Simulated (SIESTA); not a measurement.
CdS (Greenockite) in SIESTA: the effect of functional

CdS (Greenockite):

```
Cd S
1.0
     4.15000    0.00000    0.00000
    -2.07500    3.59401    0.00000
     0.00000    0.00000    6.73700
Cd S
2 2
Direct
  0.66667 0.33333 0.50000
  0.33333 0.66667 0.00000
  0.66667 0.33333 0.87500
  0.33333 0.66667 0.37500
```

Alike in all runs:

* Program: SIESTA 5.4.2
* Task: band structure
* Basis: DZP (energy shift 0.003 Ry; two zetas on semicore shells)
* Grid cutoff: 800 Ry
* Energy shift: 0.003 Ry
* k mesh: 7 × 7 × 4
* Occupations: fermi-dirac, width 0.05 eV
* Spin: no spin polarisation

```csv
functional,potentials or basis,gap on the mesh (eV),pressure (GPa),largest force (eV/Å)
AM05,PseudoDojo 0.4 standard (PBEsol files),1.37,-0.2,0.07
BLYP,PseudoDojo 0.4 standard (PBE files),?,?,?
vdW-DF-cx,PseudoDojo 0.4 standard (PBE files),1.29,0.1,0.07
```

**Question.** What does the run with functional BLYP give?

**Answer.** gap on the mesh 1.38 eV; pressure 5.6 GPa; largest force 0.08 eV/Å.

Caveats: the potentials were made for another functional, which shifts forces and pressure; the basis of atomic orbitals isn't converged, which shifts pressures, moduli and gaps.

